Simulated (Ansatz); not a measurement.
# Niobium, dhcp under PBE: structure, energy and stiffness

Aim: take niobium in the dhcp structure, relax it, solve it on a dense k-mesh, then scale the cell to 7 volumes from 88 to 112 % of the relaxed one and try a fit of the equation of state. Spin polarisation is left out. The k-meshes are 12×12×4 for the relaxation; 17×17×4 for the dense run; 17×17×4 for the volumes.

Method: DFT PBE, plane waves (420 eV) with PAW, scalar-relativistic, in Ansatz 0.2.0.

**1. The system as given**

Symmetry: P6_3/mmc, No. 194, hexagonal system. The conventional cell has a = 2.940 Å, b = 2.940 Å, c = 9.603 Å, α = 90.00°, β = 90.00°, γ = 120.00°. Around Nb (site symmetry -3m) lie 12 Nb at 2.94 Å. Around Nb (site symmetry -6m2) lie 12 Nb at 2.94 Å.

As a file:

```cif
data_structure
_symmetry_space_group_name_H-M 'P6_3/mmc'
_symmetry_Int_Tables_number 194
_cell_length_a 2.9403
_cell_length_b 2.9403
_cell_length_c 9.6031
_cell_angle_alpha 90.000
_cell_angle_beta 90.000
_cell_angle_gamma 120.000
_cell_volume 71.90
loop_
_atom_site_label
_atom_site_type_symbol
_atom_site_symmetry_multiplicity
_atom_site_Wyckoff_symbol
_atom_site_fract_x
_atom_site_fract_y
_atom_site_fract_z
_atom_site_occupancy
Nb1 Nb 2 a 0.00000 0.00000 0.00000 1
Nb2 Nb 2 c 0.33333 0.66667 0.25000 1
```

**2. Geometry optimisation**

input.yaml

```yaml
crystal:
  lattice:
    - [2.9403180252, 0.0, 0.0]
    - [-1.4701590126, 2.546390105, 0.0]
    - [0.0, 0.0, 9.6030786702]
  atoms:
    - { symbol: Nb, position: [0.0, 0.0, 0.0] }
    - { symbol: Nb, position: [0.0, 0.0, 0.5] }
    - { symbol: Nb, position: [0.3333333333, 0.6666666667, 0.25] }
    - { symbol: Nb, position: [0.6666666667, 0.3333333333, 0.75] }
hamiltonian:
  xc: pbe
  pseudopotentials:
    kind: paw
    azcp:
      Nb: "pseudopotentials/Nb.paw.azcp"
basis:
  ecutwfc: 420
  fft_grid_basis: typed
kpoints:
  mp_grid: { grid: [12, 12, 4], shift: [0, 0, 0] }
magnetization:
  spin_polarized: false
scf:
  occupations: { method: fermi_dirac, width: 0.1 }
relax:
  max_steps: 60
  f_tol: 0.01
  cell: {}
```

The runs that follow: Dense single point; Equation of state: 88 %; Equation of state: 92 %; Equation of state: 96 %; Equation of state: 100 %; Equation of state: 104 %; Equation of state: 108 %; Equation of state: 112 %.

**Question.** What will these runs give? Wanted: space group; conventional cell; volume; shortest distance; gap on the mesh; relative to bcc; V₀, B₀, B₀′.

As calculated:

```
                      quantity                                    value
space group (spins left aside)                       P6_3/mmc (No. 194)
             conventional cell  a = 2.866 Å, c = 10.509 Å (c/a = 3.667)
                        volume                           18.689 Å³/atom
             shortest distance                                  2.866 Å
               gap on the mesh             none (levels filled in part)
               relative to bcc                            +288 meV/atom
                   V₀, B₀, B₀′             18.670 Å³/atom, 162 GPa, 3.7
```

The relaxation enlarged the cell by 4.0 % in volume. It lies 288 meV/atom above the element's reference form at the same level (bcc, from a run of its own), so it is far from stable. Levels at the Fermi energy are filled in part, as in a metal. The fitted modulus is 162 GPa; letting shape and positions relax at each volume could only lower it. Relaxation kept the symmetry; phonons were not checked.
